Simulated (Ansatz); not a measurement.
H: from a trial structure to a relaxed crystal

These are results of Ansatz 0.2.0, DFT r2SCAN, scalar-relativistic, plane waves, PAW, not measurements. Cutoff 500 eV, Γ-centred k mesh, Gaussian smearing, no spin polarisation in the final step.

The start puts H on the fcc structure type (Fm-3m, No. 225), at a guessed volume.

```
CELL_PARAMETERS angstrom
0.00000 1.72066 1.72066
1.72066 0.00000 1.72066
1.72066 1.72066 0.00000
ATOMIC_POSITIONS crystal
H 0.00000 0.00000 0.00000
```

Cell and atoms relax at zero pressure; the relaxation can't lower the symmetry of the start. After a coarse first stage the cell is made exact in the group found at 0.06 Å.

Energies count from the standard state of H at the same level (the diatomic molecule).

(1) Which crystal results?

(2) What are its volume, energy, density and gap?

Results:

(1) It keeps Fm-3m (No. 225). The result has the fcc structure. Conventional cell: a = 2.270 Å. H has 12 H at 1.61 Å.

Space group Fm-3m (No. 225). a = 2.270 Å, b = 2.270 Å, c = 2.270 Å, α = 90.00°, β = 90.00°, γ = 90.00°
```csv
atom,site,symmetry,x,y,z
H,4a,m-3m,0.0000,0.0000,0.0000
```

(2) The volume per atom is 2.93 Å³ and the density is 0.57 g/cm³. The energy over the standard structure is 1.37 eV/atom. The gap on the 42×42×42 mesh is 0 eV (a metal).

The final run used a 42×42×42 mesh on its 1-atom cell and 0.10 eV smearing. For metals, differences of a few meV/atom aren't resolved. Symmetry constrained the relaxation, so the result can be a saddle point.